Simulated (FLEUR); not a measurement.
Runs of FLEUR MaX-R8.1 (later development tree) on GaSb. It takes space group F-43m (No. 216, cubic). The conventional cell has a = 6.118 Å, b = 6.118 Å, c = 6.118 Å, α = 90.00°, β = 90.00°, γ = 90.00°. Sb (site symmetry -43m) is surrounded by 4 Ga at 2.65 Å. Around Ga (site symmetry -43m) lie 4 Sb at 2.65 Å. 

| task | level | gmax | muffin-tin radii | lnonsphr | max iterations | mixing factor | kmax | V0 of scaled cells (Å³/atom) | B0 (GPa) |
| --- | --- | --- | --- | --- | --- | --- | --- | --- | --- |
| equation of state | PBEsol | 13.9 1/bohr | Sb 2.31, Ga 2.18 bohr | Sb 10, Ga 9 | - | - | 4.5 1/bohr | (a) | 51 |
| equation of state | LDA | 13.9 1/bohr | Sb 2.31, Ga 2.18 bohr | Sb 10, Ga 9 | - | - | 4.5 1/bohr | (b) | 55 |
| equation of state | PBE | 11.8 1/bohr | Sb 2.31, Ga 2.18 bohr | - | - | - | 3.81 1/bohr | 29.96 | 43 |
| equation of state | r2SCAN | 13.9 1/bohr | Sb 2.31, Ga 2.18 bohr | Sb 10, Ga 9 | - | - | 4.5 1/bohr | 28.85 | (c) |

Alike in all rows: potentials or basis all-electron, FLAPW; no spin polarisation; cell as given; k mesh 8 × 8 × 8; smearing fermi-dirac 0.05 eV.

Q: Estimate the missing entries.

A: (a) 28.54; (b) 27.66; (c) 53.

Caveats: the plane-wave cutoff is short for the semicore states, which can make moduli rough (some runs); the meta-GGA is that of a development version, with a GGA for the radial functions and cores and without core tails (some runs).

Not every run made on this cell is shown here.
